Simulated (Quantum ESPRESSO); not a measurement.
## Cu: phonon spectrum and thermodynamics under several settings

```
Cu
1.0
     0.00000    1.80750    1.80750
     1.80750    0.00000    1.80750
     1.80750    1.80750    0.00000
Cu
1
Direct
  0.00000 0.00000 0.00000
```

All runs used Quantum ESPRESSO 7.5; k mesh 14 × 14 × 14; relaxed cell; no spin polarisation; cutoff 762 eV; occupations cold, width 0.2 eV; q mesh 2 × 2 × 2.

```csv
level,potentials,volume (Å³/atom),pressure (GPa),highest frequency (cm⁻¹),zero-point energy (meV/atom),entropy at room temperature (k_B/atom)
LDA,GBRV 1.5 LDA,10.93,-0.4,275,33.6,3.67
PBE,GBRV 1.5 PBE,11.94,0.1,246,30.4,3.94
PBEsol,GBRV 1.5 PBEsol,?,-0.2,?,?,?
```

Question: What stands in the row left open?

Answer: Volume 11.34 Å³/atom; highest frequency 264 cm⁻¹; zero-point energy 32.5 meV/atom; entropy at room temperature 3.76 k_B/atom.

For the row left open. Caveat: the q mesh is small, so phonon branches between its points and thermal values are rough.
